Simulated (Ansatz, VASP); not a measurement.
## Two plane-wave programs on MoS2

```
Mo S
1.0
     3.15051    0.00000    0.00000
    -1.57525    2.72842    0.00000
     0.00000    0.00000   12.08173
Mo S
2 4
Direct
  0.33333 0.66667 0.25000
  0.66667 0.33333 0.75000
  0.33333 0.66667 0.62040
  0.66667 0.33333 0.12040
  0.33333 0.66667 0.87960
  0.66667 0.33333 0.37960
```

Alike in both runs: functional PBE; dispersion D3(BJ); k mesh 6 × 6 × 2; occupations gaussian, width 0.1 eV; no spin polarisation.

Ansatz relaxed the structure, and its values are those at the end. VASP's run is a single point on that final structure, the one shown.

|  | VASP | Ansatz |
| --- | --- | --- |
| version | VASP 6.6.1 | Ansatz 0.2.0 |
| potentials or method | VASP PAW PBE potentials, release 64 (Mo_sv, S) | scalar-relativistic, plane waves, PAW |
| plane-wave cutoff (eV) | 520 | 420 |
| valence electrons in the cell | 52 | 52 |

|  | VASP | Ansatz | Ansatz less VASP |
| --- | --- | --- | --- |
| gap on the k mesh at the Fermi level (eV) | 0.80 | 0.78 | -0.016 |
| least direct gap on the mesh (eV) | 1.70 | 1.69 | -0.004 |
| pressure (GPa) | -0.2 | -0.1 | +0.13 |
| rms of the force components (eV/Å) | 0.009 | 0.002 | -0.0064 |

A k mesh can miss the band edges. PBE gaps usually lie below the measured ones, often by a third to a half.
